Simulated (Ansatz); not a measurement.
# Phase order of Au (relativity switched off)

Structure types of Au are relaxed in primitive cells with their symmetry kept at 0 GPa, first on PAW files, then by LAPW. The enthalpy is E + pV at zero temperature, without zero-point motion. Only the types listed were tried, and differences under about 5 meV/atom are mesh noise.

All numbers are PBE results (non-relativistic) from Ansatz 0.2.0, with Fermi–Dirac smearing of 0.05 eV, no spin polarisation. Methods: LAPW: all electrons, basis error target 0.5 meV/atom.

k meshes: fcc 17×17×17, bcc 18×18×18, hcp 16×16×9, sc 15×15×15, diamond 13×13×13.

Question: Which type is lowest in enthalpy, and by how much?

Answer: hcp, 1 meV/atom below fcc, which is within the noise of the k meshes. The whole table:

```
start type         ends as          a, b, c (Å)  V (Å³/atom)  H − H(lowest), LAPW (meV/atom)
       fcc      fcc, Fm-3m  4.431, 4.431, 4.431        21.75                             1.2
       bcc      bcc, Im-3m  3.529, 3.529, 3.529        21.97                            30.5
       hcp   hcp, P6_3/mmc  3.136, 3.136, 5.115        21.79                             0.0
        sc       sc, Pm-3m  2.943, 2.943, 2.943        25.48                           315.5
   diamond  diamond, Fd-3m  6.695, 6.695, 6.695        37.52                           739.5
```
